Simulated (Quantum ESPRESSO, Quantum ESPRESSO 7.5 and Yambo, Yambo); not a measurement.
## CdS (Hawleyite): G0W0 with Yambo, start to end

Wanted: ground state, empty states, screening and self-energy for CdS (Hawleyite).

Main program and level: Quantum ESPRESSO 7.5 and Yambo 5.3.0; PBE and many-body steps on it, plane waves.

**Experimental background.**

- Gap 2.42 eV: optical gap from inflexion point of photoacoustic spectrum, as-grown film; photoacoustic spectroscopy; film (as-grown chemical bath deposited film, about 0.25 um thick, deposited at 80 C) (“Study of the band--gap shift in CdS films: Influence of thermal annealing in different atmospheres”, 1995, arxiv:cond-mat/9501125).

## (1) The starting structure

The structure is cubic, space group F-43m (No. 216). The conventional cell has a = 5.833 Å, b = 5.833 Å, c = 5.833 Å, α = 90.00°, β = 90.00°, γ = 90.00°. Cd has 4 S at 2.53 Å nearest. S has 4 Cd at 2.53 Å nearest. Farther neighbours and most contacts between anions are not listed.

As a file:

```cif
data_structure
_symmetry_space_group_name_H-M 'P 1'
_symmetry_Int_Tables_number 1
_cell_length_a 4.1246
_cell_length_b 4.1246
_cell_length_c 4.1246
_cell_angle_alpha 60.000
_cell_angle_beta 60.000
_cell_angle_gamma 60.000
_cell_volume 49.62
loop_
_atom_site_label
_atom_site_type_symbol
_atom_site_fract_x
_atom_site_fract_y
_atom_site_fract_z
_atom_site_occupancy
Cd1 Cd 0.00000 0.00000 0.00000 1
S2 S 0.25000 0.25000 0.25000 1
```

The cell and positions come from the Crystallography Open Database and are kept as given unless a step says otherwise.

## (2) Ground state

This step: Quantum ESPRESSO 7.5; DFT, PBE, plane waves, norm-conserving pseudopotentials.

The ground-state density comes first.

The input, pw.in:

```
&control
  calculation = 'scf'
  prefix = 'x'
  outdir = 'o'
  pseudo_dir = 'pseudo'
/
&system
  ibrav = 0
  nat = 2
  ntyp = 2
  ecutwfc = 94.0
  nbnd = 18
  force_symmorphic = .true.
/
&electrons
  conv_thr = 1e-10
  electron_maxstep = 80
  mixing_beta = 0.5
/
ATOMIC_SPECIES
  Cd 112.41 Cd.upf
  S 32.06 S.upf
CELL_PARAMETERS angstrom
  -0.0000000000 2.9165000000 2.9165000000
  2.9165000000 -0.0000000000 2.9165000000
  2.9165000000 2.9165000000 -0.0000000000
ATOMIC_POSITIONS crystal
  Cd 0.0000000000 0.0000000000 0.0000000000
  S 0.2500000000 0.2500000000 0.2500000000
K_POINTS automatic
  6 6 6 0 0 0
```

Run with:

```bash
$ OMP_NUM_THREADS=1 mpirun -n 4 pw.x -nk 4 -in pw.in > pw.out
```

The log of the run:

```text
Program PWSCF v.7.5 starts

     This program is part of the open-source Quantum ESPRESSO suite
     for quantum simulation of materials; please cite
         "P. Giannozzi et al., J. Phys.:Condens. Matter 21 395502 (2009);
         "P. Giannozzi et al., J. Phys.:Condens. Matter 29 465901 (2017);
         "P. Giannozzi et al., J. Chem. Phys. 152 154105 (2020);
     in publications or presentations arising from this work. More details at
     Message from routine setup:
     using ibrav=0 with symmetry is DISCOURAGED, use correct ibrav instead

     G-vector sticks info

     bravais-lattice index     =            0
     lattice parameter (alat)  =       7.7943  a.u.
     unit-cell volume          =     334.8209 (a.u.)^3
     number of atoms/cell      =            2
     number of atomic types    =            2
     number of electrons       =        26.00
     number of Kohn-Sham states=           18
     kinetic-energy cutoff     =      94.0000  Ry
     charge density cutoff     =     376.0000  Ry
     scf convergence threshold =      1.0E-10
     mixing beta               =       0.5000
     number of iterations used =            8  plain     mixing
     Exchange-correlation= PBE
                           (   1   4   3   4   0   0   0)

     celldm(1)=   7.794277  celldm(2)=   0.000000  celldm(3)=   0.000000
     celldm(4)=   0.000000  celldm(5)=   0.000000  celldm(6)=   0.000000

     crystal axes: (cart. coord. in units of alat)
               a(1) = (  -0.000000   0.707107   0.707107 )
               a(2) = (   0.707107  -0.000000   0.707107 )
               a(3) = (   0.707107   0.707107  -0.000000 )

     reciprocal axes: (cart. coord. in units 2 pi/alat)
               b(1) = ( -0.707107  0.707107  0.707107 )
               b(2) = (  0.707107 -0.707107  0.707107 )
               b(3) = (  0.707107  0.707107 -0.707107 )
     Pseudo is Norm-conserving + core correction, Zval = 20.0
     Generated using ONCVPSP code by D. R. Hamann
     Using radial grid of 1368 points,  6 beta functions with:
     Pseudo is Norm-conserving + core correction, Zval =  6.0
     Generated using ONCVPSP code by D. R. Hamann
     Using radial grid of 1146 points,  6 beta functions with:
     Cd               20.00   112.41000     Cd( 1.00)
     S                 6.00    32.06000     S ( 1.00)

     24 Sym. Ops. (no inversion) found

   Cartesian axes

     site n.     atom                  positions (alat units)
         1        Cd     tau(   1) = (   0.0000000   0.0000000   0.0000000  )
         2        S      tau(   2) = (   0.3535534   0.3535534   0.3535534  )

     number of k points=    16
                       cart. coord. in units 2pi/alat
        k(    1) = (   0.0000000   0.0000000   0.0000000), wk =   0.0092593
        k(    2) = (   0.1178511   0.1178511  -0.1178511), wk =   0.0740741
        k(    3) = (   0.2357023   0.2357023  -0.2357023), wk =   0.0740741
        k(    4) = (  -0.3535534  -0.3535534   0.3535534), wk =   0.0370370
        k(    5) = (   0.2357023   0.0000000  -0.0000000), wk =   0.0555556
        k(    6) = (   0.3535534   0.1178511  -0.1178511), wk =   0.2222222
        k(    7) = (  -0.2357023  -0.4714045   0.4714045), wk =   0.2222222
        k(    8) = (  -0.1178511  -0.3535534   0.3535534), wk =   0.2222222
        k(    9) = (   0.0000000  -0.2357023   0.2357023), wk =   0.1111111
        k(   10) = (   0.4714045   0.0000000  -0.0000000), wk =   0.0555556
     [... 4 further rows ...]
        k(   15) = (  -0.1178511  -0.3535534   0.5892557), wk =   0.2222222
        k(   16) = (  -0.7071068   0.2357023   0.0000000), wk =   0.1111111

     Dense  grid:    41151 G-vectors     FFT dimensions: (  50,  50,  50)

     Initial potential from superposition of free atoms

     starting charge      25.9997, renormalised to      26.0000
     Starting wfcs are   14 randomized atomic wfcs +    4 random wfcs

     per-process dynamical memory:    35.4 Mb

     Self-consistent Calculation

     iteration #  1     ecut=    94.00 Ry     beta= 0.50

     Threshold (ethr) on eigenvalues was too large:
     Diagonalizing with lowered threshold

     total energy              =    -372.79997454 Ry
     estimated scf accuracy    <       0.12501800 Ry

     iteration #  2     ecut=    94.00 Ry     beta= 0.50

     total energy              =    -372.83205511 Ry
     estimated scf accuracy    <       0.01169650 Ry

     iteration #  3     ecut=    94.00 Ry     beta= 0.50

     total energy              =    -372.83385169 Ry
     estimated scf accuracy    <       0.00115327 Ry

     iteration #  4     ecut=    94.00 Ry     beta= 0.50

     total energy              =    -372.83393484 Ry
     estimated scf accuracy    <       0.00004889 Ry

     iteration #  5     ecut=    94.00 Ry     beta= 0.50

     total energy              =    -372.83394347 Ry
     estimated scf accuracy    <       0.00000207 Ry

     iteration #  6     ecut=    94.00 Ry     beta= 0.50

     total energy              =    -372.83394403 Ry
     estimated scf accuracy    <       0.00000019 Ry

     iteration #  7     ecut=    94.00 Ry     beta= 0.50

     total energy              =    -372.83394409 Ry
     estimated scf accuracy    <       0.00000009 Ry

     iteration #  8     ecut=    94.00 Ry     beta= 0.50

     total energy              =    -372.83394412 Ry
     estimated scf accuracy    <          6.5E-09 Ry

     iteration #  9     ecut=    94.00 Ry     beta= 0.50

     total energy              =    -372.83394412 Ry
     estimated scf accuracy    <          3.0E-09 Ry

     iteration # 10     ecut=    94.00 Ry     beta= 0.50

     End of self-consistent calculation

          k = 0.0000 0.0000 0.0000 (  5065 PWs)   bands (ev):

   -94.3754 -55.4395 -55.4395 -55.4395  -5.3823  -0.7406  -0.7406  -0.7406
    -0.2616  -0.2616   6.9820   6.9820   6.9820   8.1268  13.5132  13.5132
    13.5132  18.3635

          k = 0.1179 0.1179-0.1179 (  5101 PWs)   bands (ev):

   -94.3755 -55.4396 -55.4395 -55.4395  -5.2758  -0.7029  -0.7029  -0.6409
    -0.2624  -0.2624   5.4756   6.7776   6.7776   9.2894  13.1739  13.8285
    13.8285  17.6039

          k = 0.2357 0.2357-0.2357 (  5135 PWs)   bands (ev):

   -94.3755 -55.4400 -55.4396 -55.4396  -5.0615  -0.6415  -0.6415  -0.2701
    -0.2449  -0.2449   3.5827   6.4053   6.4053   9.9595  13.6990  14.0554
    14.0554  17.9979

          k =-0.3536-0.3536 0.3536 (  5168 PWs)   bands (ev):

     [... further k-points ...]

     highest occupied, lowest unoccupied level (ev):     6.9820    8.1268

!    total energy              =    -372.83394412 Ry
     estimated scf accuracy    <          8.5E-11 Ry

     The total energy is the sum of the following terms:
     one-electron contribution =    -249.52342355 Ry
     hartree contribution      =     130.35024927 Ry
     xc contribution           =     -54.84831135 Ry
     ewald contribution        =    -198.81245849 Ry

     convergence has been achieved in  10 iterations

     XML data file, charge density, pseudopotentials, collected wavefunctions

=------------------------------------------------------------------------------=
   JOB DONE.
=------------------------------------------------------------------------------=
```

Elapsed: 9.2 s, on 4 MPI ranks of Arm Neoverse V1, shared host; peak memory 0.29 GiB; 36 s of CPU time.

Numbers from this step:

| Quantity | Value |
| --- | --- |
| total energy | -5072.6642 eV |
| gap | 1.145 eV |
| k of the valence top | 0, 0, 0 |
| k of the conduction bottom | 0, 0, 0 |
| least direct gap | 1.145 eV |

The gap is direct, at Γ.

## (3) Bands along the symmetry lines

The cheap functional maps the bands first; the places of the edges decide which points the dearer methods must see.

The input, pw.in:

```
&control
  calculation = 'bands'
  prefix = 'x'
  outdir = 'o'
  pseudo_dir = 'pseudo'
/
&system
  ibrav = 0
  nat = 2
  ntyp = 2
  ecutwfc = 94.0
  nbnd = 19
  force_symmorphic = .true.
/
&electrons
  conv_thr = 1e-9
  electron_maxstep = 80
  diago_full_acc = .true.
  diago_thr_init = 5e-6
/
ATOMIC_SPECIES
  Cd 112.41 Cd.upf
  S 32.06 S.upf
CELL_PARAMETERS angstrom
  -0.0000000000 2.9165000000 2.9165000000
  2.9165000000 -0.0000000000 2.9165000000
  2.9165000000 2.9165000000 -0.0000000000
ATOMIC_POSITIONS crystal
  Cd 0.0000000000 0.0000000000 0.0000000000
  S 0.2500000000 0.2500000000 0.2500000000
K_POINTS crystal
  50
  0.00000000 0.00000000 0.00000000 1
  -0.06250000 -0.06250000 0.00000000 1
  -0.12500000 -0.12500000 0.00000000 1
  -0.18750000 -0.18750000 0.00000000 1
  -0.25000000 -0.25000000 0.00000000 1
  -0.31250000 -0.31250000 0.00000000 1
  -0.37500000 -0.37500000 0.00000000 1
  -0.43750000 -0.43750000 0.00000000 1
  -0.50000000 -0.50000000 0.00000000 1
  -0.48437500 -0.48437500 0.03125000 1
  -0.46875000 -0.46875000 0.06250000 1
  -0.45312500 -0.45312500 0.09375000 1
  -0.43750000 -0.43750000 0.12500000 1
  -0.42187500 -0.42187500 0.15625000 1
  -0.40625000 -0.40625000 0.18750000 1
  -0.39062500 -0.39062500 0.21875000 1
  -0.37500000 -0.37500000 0.25000000 1
  -0.37500000 0.00000000 0.37500000 1
  -0.32812500 0.00000000 0.32812500 1
  -0.28125000 0.00000000 0.28125000 1
  -0.23437500 0.00000000 0.23437500 1
  -0.18750000 0.00000000 0.18750000 1
  -0.14062500 0.00000000 0.14062500 1
  -0.09375000 0.00000000 0.09375000 1
  -0.04687500 0.00000000 0.04687500 1
  0.00000000 0.00000000 0.00000000 1
  0.00000000 0.00000000 0.06250000 1
  0.00000000 0.00000000 0.12500000 1
  0.00000000 0.00000000 0.18750000 1
  0.00000000 0.00000000 0.25000000 1
  0.00000000 0.00000000 0.31250000 1
  0.00000000 0.00000000 0.37500000 1
  0.00000000 0.00000000 0.43750000 1
  0.00000000 0.00000000 0.50000000 1
  -0.06250000 -0.03125000 0.46875000 1
  -0.12500000 -0.06250000 0.43750000 1
  -0.18750000 -0.09375000 0.40625000 1
  -0.25000000 -0.12500000 0.37500000 1
  -0.31250000 -0.15625000 0.34375000 1
  -0.37500000 -0.18750000 0.31250000 1
  -0.43750000 -0.21875000 0.28125000 1
  -0.50000000 -0.25000000 0.25000000 1
  -0.50000000 -0.28125000 0.21875000 1
  -0.50000000 -0.31250000 0.18750000 1
  -0.50000000 -0.34375000 0.15625000 1
  -0.50000000 -0.37500000 0.12500000 1
  -0.50000000 -0.40625000 0.09375000 1
  -0.50000000 -0.43750000 0.06250000 1
  -0.50000000 -0.46875000 0.03125000 1
  -0.50000000 -0.50000000 0.00000000 1
```

The log of the run:

```text
[banner, memory and clock lines left out]
Program PWSCF v.7.5 starts

     Atomic positions and unit cell read from directory:
     o/x.save/

     Message from routine setup:
     using ibrav=0 with symmetry is DISCOURAGED, use correct ibrav instead

     G-vector sticks info

     bravais-lattice index     =            0
     lattice parameter (alat)  =       7.7943  a.u.
     unit-cell volume          =     334.8209 (a.u.)^3
     number of atoms/cell      =            2
     number of atomic types    =            2
     number of electrons       =        26.00
     number of Kohn-Sham states=           19
     kinetic-energy cutoff     =      94.0000  Ry
     charge density cutoff     =     376.0000  Ry
     Exchange-correlation= PBE
                           (   1   4   3   4   0   0   0)

     celldm(1)=   7.794277  celldm(2)=   0.000000  celldm(3)=   0.000000
     celldm(4)=   0.000000  celldm(5)=   0.000000  celldm(6)=   0.000000

     crystal axes: (cart. coord. in units of alat)
               a(1) = (  -0.000000   0.707107   0.707107 )
               a(2) = (   0.707107  -0.000000   0.707107 )
               a(3) = (   0.707107   0.707107  -0.000000 )

     reciprocal axes: (cart. coord. in units 2 pi/alat)
               b(1) = ( -0.707107  0.707107  0.707107 )
               b(2) = (  0.707107 -0.707107  0.707107 )
               b(3) = (  0.707107  0.707107 -0.707107 )
     Pseudo is Norm-conserving + core correction, Zval = 20.0
     Generated using ONCVPSP code by D. R. Hamann
     Using radial grid of 1368 points,  6 beta functions with:
     Pseudo is Norm-conserving + core correction, Zval =  6.0
     Generated using ONCVPSP code by D. R. Hamann
     Using radial grid of 1146 points,  6 beta functions with:
     Cd               20.00   112.41000     Cd( 1.00)
     S                 6.00    32.06000     S ( 1.00)

     24 Sym. Ops. (no inversion) found

   Cartesian axes

     site n.     atom                  positions (alat units)
         1        Cd     tau(   1) = (   0.0000000   0.0000000   0.0000000  )
         2        S      tau(   2) = (   0.3535534   0.3535534   0.3535534  )

     number of k points=    50
                       cart. coord. in units 2pi/alat
        k(    1) = (   0.0000000   0.0000000   0.0000000), wk =   0.0400000
        k(    2) = (   0.0000000   0.0000000  -0.0883883), wk =   0.0400000
        k(    3) = (   0.0000000   0.0000000  -0.1767767), wk =   0.0400000
[...]
[... 38 further rows ...]
        k(   49) = (   0.0441942  -0.0000000  -0.7071068), wk =   0.0400000
        k(   50) = (   0.0000000   0.0000000  -0.7071068), wk =   0.0400000

     Dense  grid:    41151 G-vectors     FFT dimensions: (  50,  50,  50)

     The potential is recalculated from file :
     o/x.save/charge-density

     Starting wfcs are   14 randomized atomic wfcs +    5 random wfcs

     Band Structure Calculation

     End of band structure calculation

          k = 0.0000 0.0000 0.0000 (  5065 PWs)   bands (ev):

   -94.3756 -55.4396 -55.4396 -55.4396  -5.3823  -0.7407  -0.7407  -0.7407
    -0.2617  -0.2617   6.9821   6.9821   6.9821   8.1268  13.5132  13.5133
    13.5133  18.3635  18.3637

          k = 0.0000 0.0000-0.0884 (  5101 PWs)   bands (ev):

   -94.3756 -55.4397 -55.4396 -55.4396  -5.3608  -0.7303  -0.7294  -0.7294
[...]
13.6301  17.7952  18.3848

          k = 0.0000 0.0000-0.1768 (  5109 PWs)   bands (ev):

[...]
13.9615  16.8013  18.4471

          k =-0.0000 0.0000-0.2652 (  5117 PWs)   bands (ev):

[...]
k = 0.0000 0.0000-0.3536 (  5105 PWs)   bands (ev):

[...]
k = 0.0000-0.0000-0.4419 (  5149 PWs)   bands (ev):

[...]
k =-0.0000 0.0000-0.5303 (  5157 PWs)   bands (ev):

[...]
k = 0.0000-0.0000-0.6187 (  5161 PWs)   bands (ev):

[...]
k = 0.5303-0.0000-0.5303 (  5174 PWs)   bands (ev):

[...]
k = 0.0000 0.0000 0.0000 (  5065 PWs)   bands (ev):

[...]
k = 0.1326 0.0000-0.7071 (  5162 PWs)   bands (ev):

[...]
k = 0.0884-0.0000-0.7071 (  5158 PWs)   bands (ev):

[...]
k = 0.0442-0.0000-0.7071 (  5146 PWs)   bands (ev):

[...]
17.5480  17.7680  19.1993

          k = 0.0000 0.0000-0.7071 (  5138 PWs)   bands (ev):

   -94.3756 -55.4403 -55.4399 -55.4399  -4.8230  -0.5275  -0.3917  -0.3917
    -0.1747   0.1830   3.0356   5.1070   5.1070  10.5405  11.3369  16.1804
    17.7552  17.7552  19.0782

     XML data file, pseudopotentials, collected wavefunctions
```

Wall time 7.9 s (4 MPI ranks); peak memory 0.25 GiB; 31 s of CPU time.

Numbers from this step:

```yaml
gap: 1.145 eV
k_of_the_valence_top: 0, 0, 0
k_of_the_conduction_bottom: 0, 0, 0
least_direct_gap: 1.145 eV
```

The gap is 1.145 eV, as in the run before at this level.

Electronic bands along the path, in eV, zero at the top of the highest filled band:

```csv
point,band 10,band 11,band 12,band 13,band 14,band 15,band 16,band 17
Γ,-7.24,0.00,0.00,0.00,1.14,6.53,6.53,6.53
halfway,-7.20,-2.31,-1.02,-1.02,3.59,4.82,8.12,8.12
X,-6.80,-3.95,-1.88,-1.88,3.56,4.35,9.20,10.77
halfway,-6.74,-3.94,-2.15,-1.78,3.85,4.66,8.94,10.01
U,-6.67,-3.93,-2.53,-1.52,4.24,5.45,8.48,9.01
jump to K,-6.67,-3.93,-2.53,-1.52,4.24,5.45,8.48,9.01
halfway,-7.19,-2.75,-1.36,-0.42,3.61,6.10,6.75,7.27
Γ,-7.24,0.00,0.00,0.00,1.14,6.53,6.53,6.53
halfway,-7.24,-2.49,-0.40,-0.40,2.78,6.28,7.03,7.03
L,-6.86,-4.39,-0.75,-0.75,3.01,7.00,7.00,7.46
halfway,-6.75,-4.11,-1.93,-1.22,4.38,5.81,7.21,8.35
W,-6.61,-3.89,-2.26,-2.18,5.42,5.43,7.23,8.04
halfway,-6.70,-3.92,-2.08,-2.03,4.26,4.83,8.67,8.94
X,-6.80,-3.95,-1.88,-1.88,3.56,4.35,9.20,10.77
```

(Continued in part 2 of 3.)

[Paths, hosts, dates, memory and timing lines, banners, echoed tables and standing remarks are left out of the program output.]

[Logs are printed without paths, hosts, clocks, repeated set-up lines and the standing remarks that a program may print on its own settings, such as how far it seeks lower states.]

[Runs of the session that timed out or met a known fault of the program may be left out.]

[Hosts, paths, dates, database ids (printed as entryN), source tags and the programs' standing remarks are cut or masked in the printed files.]
